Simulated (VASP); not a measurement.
Runs of VASP 6.6.1 on KCl. It takes space group Fm-3m (No. 225, cubic). The conventional cell has a = 6.255 Å, b = 6.255 Å, c = 6.255 Å, α = 90.00°, β = 90.00°, γ = 90.00°. Around K (site symmetry m-3m) lie 6 Cl at 3.13 Å. Cl (site symmetry m-3m) has 6 K at 3.13 Å as nearest neighbours. 

```tsv
level	potentials or basis	k mesh	cutoff (eV)	smearing	gap on the mesh (eV)	pressure (GPa)
PBEsol	VASP PAW PBE potentials, release 64 (K_sv, Cl)	6 × 6 × 6	700	gaussian 0.02 eV	5.08	0.0
PBEsol	VASP PAW PBE potentials, release 64 (K_sv, Cl)	6 × 6 × 6	520	gaussian 0.5 eV	5.08	-0.1
r2SCAN	VASP PAW PBE potentials, release 64 (K_sv, Cl)	6 × 6 × 6	520	gaussian 0.02 eV	(a)	0.3
PBEsol	VASP PAW PBE potentials, release 64 (K_sv, Cl_h)	6 × 6 × 6	900	gaussian 0.02 eV	5.08	0.0
PBEsol	VASP PAW PBE potentials, release 64 (K_sv, Cl)	10 × 10 × 10	520	gaussian 0.02 eV	5.08	-0.1
```

Alike in all rows: task single point; no spin polarisation; cell as given.

Q: Estimate the missing entries.

A: (a) 5.90.

Caveats: the PAW data sets were made with another functional, which shifts forces and pressure a little.

A k mesh can miss the band edges.

Not every run made on this cell is shown here.
